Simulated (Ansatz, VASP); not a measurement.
**Two plane-wave programs on Cu3Au (Auricupride)**

File INCAR:

```
PREC     = Accurate       # precision mode
ENCUT    = 580            # plane-wave cutoff, eV
EDIFF    = 1E-6           # SCF threshold, eV
ISMEAR   = -1             # smearing method
SIGMA    = 0.05           # smearing width, eV
LREAL    = F              # projectors in reciprocal space
LASPH    = T              # aspherical terms in the spheres
NELM     = 80             # most SCF steps
ALGO     = Normal         # electronic algorithm
ISIF     = 3              # what is computed and relaxed
LWAVE    = F              # write WAVECAR
LCHARG   = F              # write CHGCAR
GGA      = PE             # functional
IBRION   = 2              # ionic algorithm
NSW      = 60             # ionic steps
EDIFFG   = -0.01          # ionic threshold
```

File KPOINTS:

```
regular mesh
0
Gamma
  7 7 7
```

The input POSCAR:

```
Cu3Au
1.0
    3.7400000000      0.0000000000      0.0000000000
    0.0000000000      3.7400000000      0.0000000000
    0.0000000000      0.0000000000      3.7400000000
Au Cu
1 3
Direct
    0.0000000000      0.0000000000      0.0000000000
    0.5000000000      0.5000000000      0.0000000000
    0.5000000000      0.0000000000      0.5000000000
    0.0000000000      0.5000000000      0.5000000000
```

Contents of input.yaml:

```yaml
crystal:
  lattice:
    - [3.74, 0.0, 0.0]
    - [0.0, 3.74, 0.0]
    - [0.0, 0.0, 3.74]
  atoms:
    - { symbol: Au, position: [0.0, 0.0, 0.0] }
    - { symbol: Cu, position: [0.5, 0.5, 0.0] }
    - { symbol: Cu, position: [0.5, 0.0, 0.5] }
    - { symbol: Cu, position: [0.0, 0.5, 0.5] }
hamiltonian:
  xc: pbe
  pseudopotentials: { kind: paw }
kpoints:
  mp_grid: { grid: [7, 7, 7] }
scf:
  occupations: { method: fermi_dirac, width: 0.05 }
output:
  forces: true
  stress: true
  eigenvalues: true
relax:
  f_tol: 0.01
  max_steps: 40
  cell: { stress_tol: 0.05 }
```

Alike in both runs: task relaxation of cell and atoms; functional PBE; k mesh 7 × 7 × 7; occupations fermi-dirac, width 0.05 eV; no spin polarisation.

|  | VASP | Ansatz |
| --- | --- | --- |
| version | VASP 6.6.1 | Ansatz 0.2.0 |
| potentials or method | VASP PAW PBE potentials, release 54 (Au, Cu) | Ansatz PAW |
| plane-wave cutoff (eV) | 580 | 420 |
| valence electrons in the cell | 44 | 76 |

```tsv
	VASP	Ansatz	Ansatz less VASP
gap on the k mesh at the Fermi level, each at its own relaxed structure (eV)	none	none	-
relaxed volume (Å³/atom)	13.53	13.50	-0.030
relaxed cell length with the largest relative difference (Å)	3.783	3.780	-0.0028
energy change over the relaxation (meV/atom)	-7	-6	+0.8
```

A gap of «none» marks a metal or a gap that the smearing closes. The two sets of potentials don't hold the same shells in valence.

Caveats: the plane-wave basis is chosen anew once the cell has moved, so the energies of steps on either side of that aren't comparable (Ansatz). Spin-orbit coupling is left out, which matters for the levels of Au. PBE usually gives volumes a little too large and moduli too small. Zero-point motion and thermal expansion aren't in these numbers.
